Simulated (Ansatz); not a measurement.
# LuH2 (Fm-3m) in Ansatz: a run that goes wrong, beside a sound one

A flawed run on LuH2 and a sound one for comparison.

Everything below comes from runs of Ansatz 0.2.0. Logs are shortened: lines on timing, memory, paths and dates and some standing lists are left out, and cuts for length are marked.

**1. The crystal as given**

It takes space group Fm-3m (No. 225, cubic). Conventional cell: a = 5.033 Å, b = 5.033 Å, c = 5.033 Å, α = 90.00°, β = 90.00°, γ = 90.00°. Lu (site symmetry m-3m) is surrounded by 8 H at 2.18 Å. Around H (site symmetry -43m) lie 4 Lu at 2.18 Å.

**2. A run with an altered input**

Contents of input.yaml:

```yaml
crystal:
  lattice:
    - [0.0, 2.5165, 2.5165]
    - [2.5165, 0.0, 2.5165]
    - [2.5165, 2.5165, 0.0]
  atoms:
    - { symbol: Lu, position: [0.0, 0.0, 0.0] }
    - { symbol: H, position: [0.75, 0.75, 0.75] }
    - { symbol: H, position: [0.25, 0.25, 0.25] }
hamiltonian:
  xc: pbesol
  pseudopotentials: { kind: nc }
kpoints:
  mp_grid: { grid: [9, 9, 9] }
scf:
  occupations: { method: fermi_dirac, width: 0.05 }
  max_iter: 100
output:
  forces: true
  stress: true
  eigenvalues: true
magnetization:
  spin_polarized: true
  spin_orbit: true
```

Potentials or basis: as the typed override names.

On the command line:

```bash
$ ansatz run input.yaml --threads 2 --pin off --max-ram 5632MiB --backend cpu --events-out ev --progress --plain --runs-dir out
```

Log:

```text
Error: 2 input errors — fix all and re-run
  1. inconsistent input (magnetization.spin_orbit, magnetization.noncollinear): true requires noncollinear: true — spin–orbit coupling acts on 2-spinor wavefunctions; set both flags
  2. inconsistent input (magnetization.spin_orbit, hamiltonian.pseudopotentials.kind): true requires a fully-relativistic hamiltonian.pseudopotentials.kind (nc_fr or paw_fr), or kind: all_electron without datasets and azcp, which then solves Dirac's equation on LAPW. paw_fr resolves this project's PAW files (source: ansatz) by j as it reads them
```

Run time: 0.02 s. Hardware: 2 threads of Arm Neoverse V1, shared host; peak memory 0.031 GiB.

The program refused the input. The input was made wrong on purpose: spin-orbit coupling on scalar files (magnetization = spin_polarized True, spin_orbit True; hamiltonian.pseudopotentials = kind nc).

**3. Single point, PBEsol**

Changes to input.yaml since step 2:

```diff
@@ -11,3 +11,3 @@
   xc: pbesol
-  pseudopotentials: { kind: nc }
+  pseudopotentials: { kind: paw }
 kpoints:
@@ -16,3 +16,2 @@
   occupations: { method: fermi_dirac, width: 0.05 }
-  max_iter: 100
 output:
@@ -21,4 +20 @@
   eigenvalues: true
-magnetization:
-  spin_polarized: true
-  spin_orbit: true
```

Potentials or basis: Ansatz PAW.

On the command line:

```bash
$ ansatz run input.yaml --threads 2 --pin off --max-ram 5632MiB --backend cpu --events-out ev --progress --plain --runs-dir out
```

It took 0.95 s on 2 threads of Arm Neoverse V1, shared host; peak memory 0.29 GiB.

The run converged. Its results:

| Property | Result |
| --- | --- |
| Free energy | -14644.9294 eV |
| Pressure | -4.0 GPa |
| Band gap on the k mesh | none (metal or under the smearing width) |

Levels at points of the mesh, in eV from the Fermi level:
```csv
k point,band 9,band 10,band 11,band 12,band 13,band 14,band 15,band 16,band 17,band 18
"(0.00, 0.00, 0.00)",-4.88,-4.81,-4.81,-4.81,-0.40,1.40,1.40,1.40,4.23,4.23
```

Caveat: the PAW data sets come from PBE, with cores solved anew for the run's functional, which leaves a small shift of forces and pressure. The run has no spin-orbit coupling, so splittings on Lu are missing.
